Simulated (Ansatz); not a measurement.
# TiO$_{2}$: enthalpy against pressure

TiO$_{2}$, I4/m, a = 8.809 Å, c = 3.765 Å. This isn't the usual stable structure of the compound. Ansatz: PBE, PAW, 420 eV, Γ-centred 8×8×8 mesh on 12 atoms, Gaussian smearing 0.02 eV; no spin polarisation. Cell and atoms are relaxed at each pressure, and no other structure is tried, so the rows at high pressure may lie past a change of phase. y is the enthalpy over the state at zero pressure; there V0 = 12.174 Å³/atom. The pressures are the targets, met within 0.03 GPa.

| P (GPa) | y (eV/atom) |
| --- | --- |
| -2.0 | ? |
| 0.0 | 0.0000 |
| 2.0 | 0.1510 |
| 5.0 | 0.3742 |
| 10.0 | 0.7387 |
| 20.0 | 1.4430 |

Task: Fit y = c1 P + c2 P² + c3 P³ to the other rows, say what c1 and c2 mean, and predict the missing value.

Result: Least squares on the rows shown. y = 0.075907 P − 0.00021978 P² + 1.5966×10⁻⁶ P³. Since dH/dP = V, c1 is V0: 0.075907 eV/GPa × 160.2 = 12.160 Å³ against 12.174; c2 = −V0/(2B0) gives B0 = 173 GPa, where a Birch–Murnaghan fit to the volumes of the same runs (not shown) gives 154 GPa: a cubic over this range folds the higher terms into c2. At P = -2.0 the fit asked for gives -0.1527 eV/atom. The run gave -0.1530 eV/atom, so the fit is 0.0003 eV/atom too high, a small miss on the scale of the series.

Cost: 6 runs of about 44 core-minutes in all, on Intel Xeon Platinum 8259CL (Skylake/Cascade Lake) (shared hosts).